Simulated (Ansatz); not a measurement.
**Mg₅H₂O₆ — field gradients at the nuclei**

The cell is a computed structure from the Materials Project (it need not be an observed phase), taken as it stands.

```cif
data_Mg5H2O6
_symmetry_space_group_name_H-M 'P-3m1'
_symmetry_Int_Tables_number 164
_cell_length_a 3.0067
_cell_length_b 3.0067
_cell_length_c 14.5382
_cell_angle_alpha 90.000
_cell_angle_beta 90.000
_cell_angle_gamma 120.000
loop_
_atom_site_label
_atom_site_type_symbol
_atom_site_symmetry_multiplicity
_atom_site_Wyckoff_symbol
_atom_site_fract_x
_atom_site_fract_y
_atom_site_fract_z
Mg1 Mg 2 d 0.6667 0.3333 0.1669
Mg3 Mg 2 d 0.3333 0.6667 0.3339
Mg5 Mg 1 b 0.0000 0.0000 0.5000
H H 2 d 0.3333 0.6667 0.0277
O8 O 2 d 0.3333 0.6667 0.5831
O10 O 2 c 0.0000 0.0000 0.7494
O11 O 2 d 0.6667 0.3333 0.9063
```

One atom of each set is listed.

The numbers come from a DFT calculation in Ansatz (r2SCAN, plane waves and PAW, scalar-relativistic, 500 eV cutoff, Γ-centred 8×8×2 k-points, Fermi–Dirac smearing 0.02 eV).

V_zz is the principal component of the electric field gradient with the largest magnitude, η = (V_xx − V_yy)/V_zz and C_Q = eQV_zz/h.

25Mg: I = 5/2, Q = 199.4 mb; ²H: I = 1, Q = 2.858 mb; O-17: I = 5/2, Q = -25.58 mb. Q values from Pyykkö, Mol. Phys. 116, 1328 (2018).

| site | atoms | first shell | V_xx, V_yy, V_zz (10²¹ V/m²) | η | C_Q (MHz) |
| --- | --- | --- | --- | --- | --- |
| Mg1 | 2 | 6 O at 2.04–2.12 Å | -0.041, -0.041, 0.082 | 0.00 | 0.397 |
| Mg3 | 2 | 6 O at 2.11–2.12 Å | -0.058, -0.058, 0.12 | 0.00 | 0.559 |
| Mg5 | 1 | 6 O at 2.11 Å | -0.059, -0.059, 0.12 | 0.00 | 0.573 |
| H | 2 | 1 O at 0.96 Å | -2.26, -2.26, 4.53 | 0.00 | 0.313 |
| O8 | 2 | 6 Mg at 2.11 Å | 0.21, 0.21, -0.41 | 0.00 | 0.254 |
| O10 | 2 | 6 Mg at 2.12 Å | 0.32, 0.32, -0.63 | 0.00 | 0.391 |
| O11 | 2 | 1 H at 0.96 Å, 3 Mg at 2.04 Å | -7.15, -7.15, 14.31 | 0.00 | -8.85 |

An axis of threefold or higher order runs through Mg1, Mg3, Mg5, H, O8 and O10 and others, so V_zz lies along it and η is zero.
